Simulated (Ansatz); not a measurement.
A crystal relaxed with r2SCAN in Ansatz 0.2.0 has space group R-3c:H (No. 167) and a = 4.985 Å, c = 13.442 Å.

| atom | site | x | y | z |
| --- | --- | --- | --- | --- |
| Xx | 12c | 0.0000 | 0.0000 | 0.3554 |
| O | 18e | 0.6964 | 0.0000 | 0.2500 |

With r2SCAN the valence top lies at Γ–S₀ (0.45 of the way from Γ) and the conduction bottom at Γ, 3.55 eV higher; the smallest vertical gap, at Γ, is 3.81 eV. With HSE06 the valence top lies at Γ–S₀ (0.45 of the way from Γ) and the conduction bottom at Γ, 4.62 eV higher; the smallest vertical gap, at Γ, is 4.87 eV. PBE gives an indirect gap of 2.85 eV, from Γ–S₀ (0.45 of the way from Γ) to Γ; the least direct gap is 3.11 eV at Γ. Meshes: r2SCAN 6×6×6, HSE06 4×4×4, PBE 6×6×6. r2SCAN's ε∞ is 4.0 along x and y, 3.9 along z.

Question: Which element is Xx?
A. In
B. Tl
C. B
D. Ga

Answer: D. Xx is Ga: Ga₂O₃ (corundum). Ga is surrounded by 6 O at 1.93–2.07 Å; O is surrounded by 4 Ga at 1.93–2.07 Å.

Spin-unpolarised throughout; all numbers are computed.

Where an edge lies off the special points, it is a point of the mesh or the k point where a search put PBE's edge or least direct gap, reused for the other functionals, whose own edges may lie a little apart.

The meshes of the hybrids are coarse, so their gaps aren't converged to the digits shown.
